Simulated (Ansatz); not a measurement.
Set up this calculation in Ansatz 0.2.0, as the native input.

```yaml
Task: relaxation of cell and atoms
Functional: BLYP
Dispersion: D4
Potentials_or_basis: Ansatz PAW
Cutoff: "420 eV (not typed: the program's choice for these potentials)"
k_mesh: 5 × 5 × 5
Occupations: fermi-dirac, width 0.05 eV
Spin: no spin polarisation
```

Crystal: HfO2.

```
Hf O
1.0
     5.11800    0.00000    0.00000
     0.00000    5.18570    0.00000
    -0.85866    0.00000    5.21387
Hf O
4 8
Cartesian
  0.8021 2.3870 3.6914
  3.0279 4.9798 4.1294
  3.4573 2.7987 1.5224
  1.2314 0.2059 1.0845
  -0.3473 0.8733 4.4146
  4.1773 3.4661 3.4062
  4.6066 4.3124 0.7993
  0.0821 1.7196 1.8076
  1.4549 3.8473 5.1101
  2.3751 1.2544 2.7107
  2.8045 1.3384 0.1038
  1.8842 3.9313 2.5032
```

The input as run:

input.yaml

```yaml
crystal:
  lattice:
    - [5.118, 0.0, 0.0]
    - [0.0, 5.1857, 0.0]
    - [-0.8586630598, 0.0, 5.2138671406]
  atoms:
    - { symbol: Hf, position: [0.2755, 0.4603, 0.708] }
    - { symbol: Hf, position: [0.7245, 0.9603, 0.792] }
    - { symbol: Hf, position: [0.7245, 0.5397, 0.292] }
    - { symbol: Hf, position: [0.2755, 0.0397, 0.208] }
    - { symbol: O, position: [0.0742, 0.1684, 0.8467] }
    - { symbol: O, position: [0.9258, 0.6684, 0.6533] }
    - { symbol: O, position: [0.9258, 0.8316, 0.1533] }
    - { symbol: O, position: [0.0742, 0.3316, 0.3467] }
    - { symbol: O, position: [0.4487, 0.7419, 0.9801] }
    - { symbol: O, position: [0.5513, 0.2419, 0.5199] }
    - { symbol: O, position: [0.5513, 0.2581, 0.0199] }
    - { symbol: O, position: [0.4487, 0.7581, 0.4801] }
hamiltonian:
  xc: blyp
  pseudopotentials: { kind: paw }
  dispersion: d4
kpoints:
  mp_grid: { grid: [5, 5, 5] }
scf:
  occupations: { method: fermi_dirac, width: 0.05 }
output:
  forces: true
  stress: true
relax:
  f_tol: 0.01
  max_steps: 40
  cell: { stress_tol: 0.05 }
```

Potentials or basis: Ansatz PAW.

Run with:

```console
$ ansatz run input.yaml --threads 4 --pin off --max-ram 11264MiB --backend cpu --events-out ev --progress --plain --runs-dir out
```

Results of the run:

- Relaxed volume: 11.84 Å³/atom
- Relaxed cell: a = 5.160 Å, b = 5.206 Å, c = 5.359 Å, α = 90.00°, β = 99.41°, γ = 90.00°
- Space group after relaxing (to 0.05 Å): P2_1/c (No. 14)
- Energy gained by relaxing: 8.0 meV/atom
- Ionic steps: 9
- Pressure after relaxing: 0.0 GPa
- Band gap on the k mesh: 4.14 eV

Caveat: odd divisions of the mesh miss points on the zone boundary, where band edges often lie, so the gap on the mesh can be too wide; the plane-wave basis is chosen anew once the cell has moved, so the energies of steps on either side of that aren't comparable; the pressure holds a Pulay correction of +0.9 GPa for the finite cutoff; spin-orbit coupling is left out, which moves the levels of the heavy elements; the PAW data sets come from PBE, with cores solved anew for the run's functional, which leaves a small shift of forces and pressure.

Run time: 110 s on 4 threads of Intel(R) Xeon(R) Processor @ 2.50GHz (Skylake/Cascade Lake), on a shared host, peak memory 0.86 GiB.
